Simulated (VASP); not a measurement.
Here is a VASP 6.6.1 calculation.

The input INCAR:

```
SYSTEM = Se
ALGO     = Normal         ! electronic algorithm
EDIFF    = 1E-7           ! SCF threshold, eV
EDIFFG   = -0.002         ! ionic threshold
ENCUT    = 520            ! plane-wave cutoff, eV
GGA      = PS             ! functional
IBRION   = 2              ! ionic algorithm
ISIF     = 3              ! what is computed and relaxed
ISMEAR   = 0              ! smearing method
LASPH    = .TRUE.         ! aspherical terms in the spheres
LCHARG   = .FALSE.        ! write CHGCAR
LREAL    = .FALSE.        ! projectors in reciprocal space
LWAVE    = .FALSE.        ! write WAVECAR
NELM     = 80             ! most SCF steps
NSW      = 80             ! ionic steps
PREC     = Accurate       ! precision mode
PSTRESS  = 1875.0       
SIGMA    = 0.1            ! smearing width, eV
```

File KPOINTS:

```
k-points
0
G
  30 30 30
  0 0 0
```

File POSCAR:

```
Se                                      
1.0
    1.9629043970      1.1332834365      0.8013995949
   -1.9629043970      1.1332834365      0.8013995949
    0.0000000000     -2.2665668729      0.8013995949
  Se            
     1
Direct
     0.0000000000000000    0.0000000000000000    0.0000000000000000
```

Potentials or basis: VASP PAW PBE potentials, release 64 (Se).

Command:

```bash
$ cat potpaw_PBE.64/Se/POTCAR > POTCAR
$ mpirun -np 1 vasp_std > vasp.out
```

Task: What does it give for the band gap on the k mesh?

Result: None (metal or under the smearing width).

Final structure:
```yaml
crystal:
  lattice:
    - [1.96290, 1.13328, 0.80140]
    - [-1.96290, 1.13328, 0.80140]
    - [0.00000, -2.26657, 0.80140]
  atoms:
    - { symbol: Se, position: [0.00000, 0.00000, 0.00000] }
```

Caveat: the relaxation stopped at its first step, so nothing moved; the cell is relaxed towards a set pressure, so the enthalpy falls and the energy may rise.
